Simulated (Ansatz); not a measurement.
Structure: WSe₂ (P-6m2) from a database structure, at its r2SCAN+rVV10 minimum. It is hexagonal, P-6m2 (No. 187); conventional cell a = 3.297 Å, c = 7.184 Å, 22.55 Å³ an atom. Around W lie 6 Se at 2.53 Å; around Se lie 3 W at 2.53 Å.

The questions ask for values computed with the plane-wave code Ansatz on this geometry. Calculated for a static, non-magnetic cell.

Given (12×12×4 mesh): PBE gives an indirect gap of 1.38 eV, from A to K–Γ (0.50 of the way from K); the least direct gap is 1.56 eV at H.

(1) What does r2SCAN give for the gap (12×12×4 mesh)?

(2) Estimate the gap with HSE06 on 6×6×4.

(3) What does HSE06+SOC give for the gap (6×6×2 mesh)?

(4) What does DDH-PBE0 give for the gap (6×6×4 mesh)?

(5) Roughly how does the cost of the DDH-PBE0 run (6×6×4) compare with r2SCAN's (12×12×4)?

(6) What are ε∞ and the Born charges with r2SCAN?

(7) How do the levels compare, in gap and in cost?

## Answers

(1) With r2SCAN the valence top lies at A and the conduction bottom at K–Γ (0.47 of the way from K), 1.49 eV higher; the smallest vertical gap, at H, is 1.67 eV. The gap differs by +0.11 eV from PBE's.

(2) HSE06 gives an indirect gap of 1.89 eV, from A to K–Γ (0.47 of the way from K); the least direct gap is 2.02 eV at H. The gap differs by +0.51 eV from PBE's.

(3) The HSE06+SOC gap is indirect, 1.48 eV (H to K–Γ (0.47 of the way from K)), below the direct gap of 1.67 eV at H. The gap differs by +0.10 eV from PBE's.

(4) The DDH-PBE0 gap is indirect, 1.81 eV (A to K–Γ (0.47 of the way from K)), below the direct gap of 1.98 eV at H. The share of exact exchange is 0.094. The gap differs by +0.43 eV from PBE's.

(5) About 14 times as much (5 core-minutes against 21 core-seconds, on 2 threads of Arm Neoverse V2, with other jobs on the host).

(6) The electronic dielectric tensor ε∞ is 13.14 along x and y, 4.43 along z. Born charges, averaged over directions: W -0.82, Se +0.41 e.

(7) Set against the finite-basis gap of 1.75 eV from G0W0@PBE (501 empty bands, 220 eV, 6×6×2), the closest functional is DDH-PBE0, which differs by +0.06 eV, at about 14 times r2SCAN's cost; G0W0 itself took about 110 times r2SCAN's cost. The others: HSE06 +0.14, r2SCAN -0.26, PBE -0.37, LDA -0.45, PBE0 +0.81, Hartree-Fock +4.25 eV. The yardstick's own error is a tenth of an eV or more. r2SCAN covers 22 % of the step from PBE to HSE06, while HSE06 needs about 9 times r2SCAN's cost (on a coarser mesh). The levels disagree on the kind of gap: direct with Hartree-Fock; indirect with LDA, PBE, r2SCAN, HSE06, HSE06+SOC, DDH-PBE0, PBE0.

Only the levels marked +SOC include spin-orbit coupling.

Where an edge lies off the special points, it is a point of the mesh or the k point where a search put PBE's edge or least direct gap, reused for the other functionals, whose own edges may lie a little apart.

The meshes of the hybrids are coarse, so their gaps aren't converged to the digits shown.

Set aside, since their points miss a band edge that the other levels read or their mesh is too coarse: LC-ωPBE.
